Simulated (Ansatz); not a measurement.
NaI in the zincblende structure, relaxed with r2SCAN in the plane-wave code Ansatz. The symmetry is F-43m (No. 216, cubic); a = 7.086 Å in the conventional setting, 44.48 Å³ an atom. Na has 4 I at 3.07 Å; I has 4 Na at 3.07 Å.

The axes x, y and z are those of this cell:
```yaml
crystal:
  lattice:
    - [0.00000, 3.54319, 3.54319]
    - [3.54319, 0.00000, 3.54319]
    - [3.54319, 3.54319, 0.00000]
  atoms:
    - { symbol: Na, position: [0.00000, 0.00000, 0.00000] }
    - { symbol: I, position: [0.25000, 0.25000, 0.25000] }
```

Unstrained: With PBE the gap is 3.825 eV and direct, at Γ. With r2SCAN the gap is 4.419 eV and direct, at Γ. With HSE06 the gap is 4.812 eV and direct, at Γ. Meshes: PBE 6×6×6, r2SCAN 6×6×6, HSE06 4×4×4. Strains are changes of length per length. After each strain the atoms were relaxed again with r2SCAN in this cell and within any symmetry left, so distortions that break it or need a larger cell weren't tested; points keep the names that they have in the unstrained zone. All values are calculated for a non-magnetic cell, which may be hypothetical.

Problem. Estimate what uniaxial +5.67 % along z, other directions held does to the gap.

Solution. PBE: the gap goes from 3.825 to 3.703 eV (-0.122 eV); with r2SCAN the top three valence levels at Γ, degenerate before, become 2+1 from the top over 70 meV. r2SCAN: the gap goes from 4.419 to 4.296 eV (-0.123 eV). HSE06: the gap goes from 4.812 to 4.683 eV (-0.129 eV). The r2SCAN energy rises by 5.4 meV an atom.

Problem. Estimate what epitaxial -2.04 % in the xy plane, free normal strain +3.45 % does to the gap.

Solution. PBE: the gap goes from 3.825 to 3.807 eV (-0.019 eV); with r2SCAN the top three valence levels at Γ, degenerate before, become 2+1 from the top over 72 meV. r2SCAN: the gap goes from 4.419 to 4.400 eV (-0.019 eV). HSE06: the gap goes from 4.812 to 4.793 eV (-0.019 eV). The r2SCAN energy rises by 0.6 meV an atom.

Problem. Apply isotropic -1.05 % on every length. How far does the gap move, against the unstrained cell?

Solution. PBE: the gap goes from 3.825 to 3.879 eV (+0.054 eV). r2SCAN: the gap goes from 4.419 to 4.475 eV (+0.056 eV). HSE06: the gap goes from 4.812 to 4.870 eV (+0.058 eV). The r2SCAN energy rises by 1.8 meV an atom.

No spin-orbit coupling is included; it can move band edges with weight on the heavy atoms by tenths of an eV.

The meshes of the hybrids are coarse, so their gaps aren't converged to the digits shown.

The splittings at Γ are without spin-orbit coupling, which is tenths of an eV in such compounds, regroups them and changes the shifts of the gap.
